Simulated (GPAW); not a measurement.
GaN:

```
Ga N
1.0
     3.18000    0.00000    0.00000
    -1.59000    2.75396    0.00000
     0.00000    0.00000    5.16600
Ga N
2 2
Direct
  0.66667 0.33333 0.50000
  0.33333 0.66667 0.00000
  0.66667 0.33333 0.87500
  0.33333 0.66667 0.37500
```

Base run:

```yaml
Program: GPAW 26.7.0
Functional: TB-mBJ
Potentials_or_basis: GPAW PAW data sets for LDA (gpaw-data 1.2.1)
Cutoff: 800 eV
Basis: pw
k_mesh: 8 × 8 × 4
Occupations: fermi-dirac, width 0.05 eV
Spin: no spin polarisation
```

Its results: band gap on the k mesh 3.50 eV, direct.

The run is repeated on the same cell with these changes: functional from TB-mBJ to PBEsol; potentials or basis from GPAW PAW data sets for LDA (gpaw-data 1.2.1) to PAW data sets generated in the run's folder for this functional. What comes out?

Band gap on the k mesh 2.03 eV, direct.

Caveats: a model potential gives levels but no total energy (some runs).
